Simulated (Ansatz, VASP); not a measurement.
## One calculation of I, two programs

```
CELL_PARAMETERS angstrom
-2.08938 2.08938 2.08938
2.08938 -2.08938 2.08938
2.08938 2.08938 -2.08938
ATOMIC_POSITIONS crystal
I 0.00000 0.00000 0.00000
```

The real solid is made of molecules; this cell is a model form.

Alike in both runs: task single point; functional PBE; k mesh 9 × 9 × 9; occupations gaussian, width 0.02 eV; no spin polarisation.

|  | VASP | Ansatz |
| --- | --- | --- |
| version | VASP 6.6.1 | Ansatz 0.2.0 |
| potentials or method | VASP PAW PBE potentials, release 64 (I) | Ansatz PAW |
| plane-wave cutoff (eV) | 520 | 420 |
| valence electrons in the cell | 7 | 17 |

```tsv
	VASP	Ansatz	Ansatz less VASP
gap on the k mesh at the Fermi level (eV)	none	none	-
pressure (GPa)	-0.2	-0.2	+0.04
```

A gap of «none» marks a metal or a gap that the smearing closes. The two sets of potentials don't hold the same shells in valence.

Caveats: an odd number of electrons without spin polarisation forces a metal; a magnetic or distorted state may lie lower. The runs have no spin-orbit coupling, so splittings on I are missing.
